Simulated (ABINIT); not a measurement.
# HfC (Fm-3m) in ABINIT: further runs, part 2 of 2

ABINIT 10.8.3 (patched build).

## 3. Single point, LDA

run.abi reads:

```
# Pseudopotentials
pp_dirpath "./"
pseudos "Hf.upf, C.upf"

# Structure
acell 6.2135074315 6.2135074315 6.2135074315
rprim
     0.0000000000     0.7071067812     0.7071067812
     0.7071067812     0.0000000000     0.7071067812
     0.7071067812     0.7071067812     0.0000000000
ntypat 2
znucl 72 6
natom 2
typat 1 2
xcart
     4.3936132398     4.3936132398     4.3936132398
     0.0000000000     0.0000000000     0.0000000000

# Plane-wave basis
ecut 62.0

# k points
kptopt 1
ngkpt 8 8 8
nshiftk 1
shiftk 0.0 0.0 0.0

# Exchange and correlation
ixc 7

# Bands and occupations
nband 19
occopt 3
tsmear 0.00183747

# SCF cycle
nstep 100
tolvrs 1.0e-10

# Output
iomode 3
prtwf 0
prtden 0
prteig 0
prtebands 0
```

Potentials or basis: PseudoDojo NC SR LDA v0.4 stringent.

On the command line:

```
mpirun --bind-to none -np 4 abinit run.abi > log 2>&1
```

run.abo:

```text
.Version 10.8.3 of ABINIT
 Symmetries : space group Fm -3 m (#225); Bravais cF (face-center cubic)
================================================================================
 Values of the parameters that define the memory need of the present run
     intxc =       0    ionmov =       0      iscf =       7    lmnmax =       8
     lnmax =       8     mgfft =      48  mpssoang =       4    mqgrid =    3001
     natom =       2  nloc_mem =       1    nspden =       1   nspinor =       1
    nsppol =       1      nsym =      48    n1xccc =    2501    ntypat =       2
    occopt =       3   xclevel =       1
       mpw =        3976          nfft =      110592          nkpt =          29
================================================================================
================================================================================

--------------------------------------------------------------------------------
------------- Echo of variables that govern the present computation ------------
--------------------------------------------------------------------------------
 -outvars: echo values of preprocessed input variables --------
            acell      6.2135074315E+00  6.2135074315E+00  6.2135074315E+00 Bohr
              amu      1.78490000E+02  1.20110000E+01
             ecut      6.20000000E+01 Hartree
              ixc           7
         kptrlatt        8    0    0      0    8    0      0    0    8
          kptrlen      4.97080595E+01
            natom           2
            nband          19
            ngfft          48      48      48
             nkpt          29
            nstep         100
             nsym          48
           ntypat           2
           occopt           3
           prtden           0
        prtebands           0
           prteig           0
            prtwf           0
            rprim      0.0000000000E+00  7.0710678120E-01  7.0710678120E-01
                       7.0710678120E-01  0.0000000000E+00  7.0710678120E-01
                       7.0710678120E-01  7.0710678120E-01  0.0000000000E+00
          spgroup         225
           tolvrs      1.00000000E-10
           tsmear      1.83747000E-03 Hartree
            typat      1  2
           xangst      2.3249999984E+00  2.3249999984E+00  2.3249999984E+00
                      -2.6588324233E-11 -2.6588533961E-11 -2.6588533961E-11
            xcart      4.3936132398E+00  4.3936132398E+00  4.3936132398E+00
                      -5.0244650948E-11 -5.0245047276E-11 -5.0245047276E-11
             xred      4.9999999999E-01  4.9999999999E-01  4.9999999999E-01
                      -5.7180093993E-12 -5.7179191937E-12 -5.7179191937E-12
            znucl       72.00000    6.00000

================================================================================

 chkinp: Checking input parameters for consistency.

================================================================================
== DATASET  1 ==================================================================

--- !DatasetInfo
iteration_state: {dtset: 1, }
dimensions: {natom: 2, nkpt: 29, mband: 19, nsppol: 1, nspinor: 1, nspden: 1, mpw: 3976, }
cutoff_energies: {ecut:  62.0, pawecutdg:  -1.0, }
electrons: {nelect:   3.00000000E+01, charge:   0.00000000E+00, occopt:   3.00000000E+00, tsmear:   1.83747000E-03, }
meta: {optdriver: 0, ionmov: 0, optcell: 0, iscf: 7, paral_kgb: 0, }
...

 Exchange-correlation functional for the present dataset will be:
  LDA: Perdew-Wang 92 LSD fit to Ceperley-Alder data - ixc=7
  J.P.Perdew and Y.Wang, PRB 45, 13244 (1992)

 Real(R)+Recip(G) space primitive vectors, cartesian coordinates (Bohr,Bohr^-1):
 R(1)=  0.0000000  4.3936132  4.3936132  G(1)= -0.1138016  0.1138016  0.1138016
[... 61 lines left out ...]
comment   : Summary of ground state results
lattice_vectors:
- [  0.0000000,   4.3936132,   4.3936132, ]
- [  4.3936132,   0.0000000,   4.3936132, ]
- [  4.3936132,   4.3936132,   0.0000000, ]
lattice_lengths: [   6.21351,    6.21351,    6.21351, ]
lattice_angles: [ 60.000,  60.000,  60.000, ] # degrees, (23, 13, 12)
lattice_volume:   1.6962719E+02
convergence: {deltae:  1.916E-11, res2:  1.691E-11, residm:  2.393E-07, diffor: null, }
etotal    :  -2.90342029E+02
entropy   :   0.00000000E+00
fermie    :   4.67506130E-01
cartesian_stress_tensor: # hartree/bohr^3
- [  4.41735620E-04,   0.00000000E+00,   0.00000000E+00, ]
- [  0.00000000E+00,   4.41735620E-04,   0.00000000E+00, ]
- [  0.00000000E+00,   0.00000000E+00,   4.41735620E-04, ]
pressure_GPa:  -1.2996E+01
xred      :
- [  5.0000E-01,   5.0000E-01,   5.0000E-01, Hf]
- [ -5.7180E-12,  -5.7179E-12,  -5.7179E-12,  C]
cartesian_forces: # hartree/bohr
- [ -0.00000000E+00,  -0.00000000E+00,  -0.00000000E+00, ]
- [ -0.00000000E+00,  -0.00000000E+00,  -0.00000000E+00, ]
force_length_stats: {min:   0.00000000E+00, max:   0.00000000E+00, mean:   0.00000000E+00, }
...

 Integrated electronic density in atomic spheres:
 ------------------------------------------------
 Atom  Sphere_radius  Integrated_density
    1        2.00000         22.29806905
    2        2.00000          3.85511461
================================================================================

 ----iterations are completed or convergence reached----

 Mean square residual over all n,k,spin=   74.576E-11; max=  23.929E-08
 reduced coordinates (array xred) for    2 atoms
       0.499999999994      0.499999999994      0.499999999994
      -0.000000000006     -0.000000000006     -0.000000000006
 rms dE/dt=  0.0000E+00; max dE/dt=  0.0000E+00; dE/dt below (all hartree)
    1       0.000000000000      0.000000000000      0.000000000000
    2       0.000000000000      0.000000000000      0.000000000000

 cartesian coordinates (angstrom) at end:
    1      2.32499999844655     2.32499999844655     2.32499999844655
    2     -0.00000000002659    -0.00000000002659    -0.00000000002659

 cartesian forces (hartree/bohr) at end:
    1     -0.00000000000000    -0.00000000000000    -0.00000000000000
    2     -0.00000000000000    -0.00000000000000    -0.00000000000000
 frms,max,avg= 0.0000000E+00 0.0000000E+00   0.000E+00  0.000E+00  0.000E+00 h/b

 cartesian forces (eV/Angstrom) at end:
    1     -0.00000000000000    -0.00000000000000    -0.00000000000000
    2     -0.00000000000000    -0.00000000000000    -0.00000000000000
 frms,max,avg= 0.0000000E+00 0.0000000E+00   0.000E+00  0.000E+00  0.000E+00 e/A
 length scales=  6.213507431500  6.213507431500  6.213507431500 bohr
              =  3.288046530296  3.288046530296  3.288046530296 angstroms
 Fermi (or HOMO) energy (hartree) =   0.46751   Average Vxc (hartree)=  -0.49661
 Eigenvalues (hartree) for nkpt=  29  k points:
 kpt#   1, nband= 19, wtk=  0.00195, kpt=  0.0000  0.0000  0.0000 (reduced coord)
  -1.77930   -0.61862   -0.61862   -0.61862    0.02133    0.06327    0.06485    0.06485
   0.06485    0.06731    0.06731    0.06731    0.50884    0.50884    0.50884    0.51624
   0.51624    0.51624    0.59075
      occupation numbers for kpt#   1
   2.00000    2.00000    2.00000    2.00000    2.00000    2.00000    2.00000    2.00000
   2.00000    2.00000    2.00000    2.00000    0.00000    0.00000    0.00000    0.00000
   0.00000    0.00000    0.00000
 prteigrs : prtvol=0 or 1, do not print more k-points.

--- !EnergyTerms
iteration_state     : {dtset: 1, }
comment             : Components of total free energy in Hartree
kinetic             :  2.01346833856219E+02
hartree             :  9.28354847470413E+01
xc                  : -4.25568203431153E+01
Ewald energy        : -1.93427869600721E+02
psp_core            :  7.02450796249755E+00
local_psp           : -2.75829573345139E+02
non_local_psp       : -7.97344925448996E+01
internal            : -2.90341929268118E+02
'-kT*entropy'       : -9.99153435473225E-05
total_energy        : -2.90342029183461E+02
total_energy_eV     : -7.90060909955305E+03
band_energy         : -3.96529164281870E+00
...

 Cartesian components of stress tensor (hartree/bohr^3)
  sigma(1 1)=  4.41735620E-04  sigma(3 2)=  0.00000000E+00
  sigma(2 2)=  4.41735620E-04  sigma(3 1)=  0.00000000E+00
  sigma(3 3)=  4.41735620E-04  sigma(2 1)=  0.00000000E+00

-Cartesian components of stress tensor (GPa)         [Pressure= -1.2996E+01 GPa]
- sigma(1 1)=  1.29963106E+01  sigma(3 2)=  0.00000000E+00
- sigma(2 2)=  1.29963106E+01  sigma(3 1)=  0.00000000E+00
- sigma(3 3)=  1.29963106E+01  sigma(2 1)=  0.00000000E+00

== END DATASET(S) ==============================================================
================================================================================

 -outvars: echo values of variables after computation  --------
            acell      6.2135074315E+00  6.2135074315E+00  6.2135074315E+00 Bohr
           etotal     -2.9034202918E+02
            fcart     -0.0000000000E+00 -0.0000000000E+00 -0.0000000000E+00
                      -0.0000000000E+00 -0.0000000000E+00 -0.0000000000E+00
            rprim      0.0000000000E+00  7.0710678120E-01  7.0710678120E-01
                       7.0710678120E-01  0.0000000000E+00  7.0710678120E-01
                       7.0710678120E-01  7.0710678120E-01  0.0000000000E+00
           strten      4.4173562040E-04  4.4173562040E-04  4.4173562040E-04
                       0.0000000000E+00  0.0000000000E+00  0.0000000000E+00
           xangst      2.3249999984E+00  2.3249999984E+00  2.3249999984E+00
                      -2.6588324233E-11 -2.6588533961E-11 -2.6588533961E-11
             xred      4.9999999999E-01  4.9999999999E-01  4.9999999999E-01
                      -5.7180093993E-12 -5.7179191937E-12 -5.7179191937E-12
 Calculation completed.
```

Run time: 23 s. Hardware: 4 MPI ranks of AMD EPYC 9R45 (Zen 5), shared host; peak memory 0.36 GiB.

Results:

```
Free energy                                           : -7900.6091 eV
Pressure                                              : -13.0 GPa
Band gap on the k mesh                                : none (metal or under the smearing width)
Valence electrons inside the program's atomic spheres : Hf 22.30; C 3.86
```

Spin-orbit coupling is left out, which matters for the levels of Hf.
